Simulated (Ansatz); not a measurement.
# TiO2 (Anatase) (I4_1/amd) in Ansatz: equation of state

Aim: energy against volume of TiO2 (Anatase) in PBEsol, for its equilibrium volume and stiffness.

All numbers are computed with Ansatz 0.2.0; they aren't measurements. Logs are shortened: lines on timing, memory, paths and dates and some standing lists are left out, and cuts for length are marked.

## 1. The crystal as given

It takes space group I4_1/amd (No. 141, tetragonal). The conventional cell has a = 3.784 Å, b = 3.784 Å, c = 9.515 Å, α = 90.00°, β = 90.00°, γ = 90.00°. Ti (site symmetry -4m2) has 6 O at 1.93 to 1.98 Å as nearest neighbours. O (site symmetry 2mm) has 3 Ti at 1.93 to 1.98 Å as nearest neighbours.

## 2. Equation of state, PBEsol

Potentials or basis: all-electron LAPW, scalar-relativistic.

This step only gathers the single runs of the series.

Results:

| Quantity | Value |
| --- | --- |
| Equilibrium volume | 11.30 Å³/atom |
| Bulk modulus at fixed shape and positions | 222 GPa |
| Pressure derivative of the bulk modulus | 4.2 |

Energy against volume, from the lowest point:
```csv
volume (Å³/atom),energy (meV/atom)
10.673,26.39
10.900,10.23
11.127,1.69
11.354,0.00
11.581,4.48
11.808,14.50
12.035,29.52
```

Caveat: the cell was scaled at fixed shape and fractional positions, which overstates the stiffness of a crystal with free parameters, most of all of layers and chains.
